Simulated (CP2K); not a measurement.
Runs of CP2K 2026.2 on Ni. Symmetry: Fm-3m, No. 225, cubic system. Conventional cell: a = 3.475 Å, b = 3.475 Å, c = 3.475 Å, α = 90.00°, β = 90.00°, γ = 90.00°. Ni (site symmetry m-3m) is surrounded by 12 Ni at 2.46 Å. 

```tsv
task	level	potentials or basis	cell	smearing	EPS_DEFAULT	k points reduced by the point group	MIXING METHOD	MIXING ALPHA	NBUFFER	gap on the mesh (eV)	pressure (GPa)	moment (μB)	relaxed volume (Å³/atom)
band structure	LDA	GTH_POTENTIALS Ni GTH-PADE-q18; TZVP-MOLOPT-PBE-GTH basis	as given	fermi-dirac 0.1 eV	1.0E-9	yes	BROYDEN_MIXING	0.2	10	none	-21.8	0.62	-
relaxation of cell and atoms	revPBE+D4	GTH_POTENTIALS Ni GTH-PBE-q18; TZVP-MOLOPT-SR-GTH basis	relaxed	fermi-dirac 0.05 eV	1.0E-10	-	PULAY_MIXING	0.4	6	none	0.0	0.64	(b)
relaxation of cell and atoms	revPBE+D3(BJ)	GTH_POTENTIALS Ni GTH-PBE-q18; TZVP-MOLOPT-SR-GTH basis	relaxed	fermi-dirac 0.05 eV	1.0E-10	-	PULAY_MIXING	0.4	6	none	0.0	0.64	10.42
single point	PBE	POTENTIAL_UZH Ni GTH-PBE-q18; TZVP-MOLOPT-PBE-GTH basis	as given	fermi-dirac 0.05 eV	1.0E-10	yes	BROYDEN_MIXING	0.2	10	none	7.7	0.64	-
band structure	r2SCAN	POTENTIAL_UZH Ni GTH-SCAN-q18; TZVP-MOLOPT-SR-GTH basis	as given	fermi-dirac 0.05 eV	1.0E-10	yes	PULAY_MIXING	0.4	6	none	1.1	(c)	-
band structure	PBEsol	GTH_POTENTIALS Ni GTH-PBE-q18; TZVP-MOLOPT-SR-GTH basis	as given	fermi-dirac 0.0259 eV	1.0E-9	yes	PULAY_MIXING	0.4	6	none	(a)	0.64	-
band structure	PBEsol	POTENTIAL_UZH Ni GTH-PBE-q18; TZVP-MOLOPT-PBE-GTH basis	as given	fermi-dirac 0.05 eV	1.0E-10	yes	BROYDEN_MIXING	0.2	10	none	-3.1	0.64	-
```

Alike in all rows: spin collinear, ferromagnetic start; k mesh 13 × 13 × 13.

**Question.** Estimate the missing entries.

**Answer.** (a) -2.2; (b) 10.54; (c) 0.82.

Caveats: the basis of atomic orbitals isn't converged, which shifts pressures, moduli and gaps; the potentials were made for another functional, which shifts forces and pressure (some runs); pairwise dispersion overbinds metals, which lowers pressure and volume (some runs); so large a pressure means that the cell lies far from this level's equilibrium, or that cutoff or potentials fall short (some runs).

A k mesh can miss the band edges.

A gap of «none» marks a metal or a gap under the smearing width.

Not every run made on this cell is shown here.
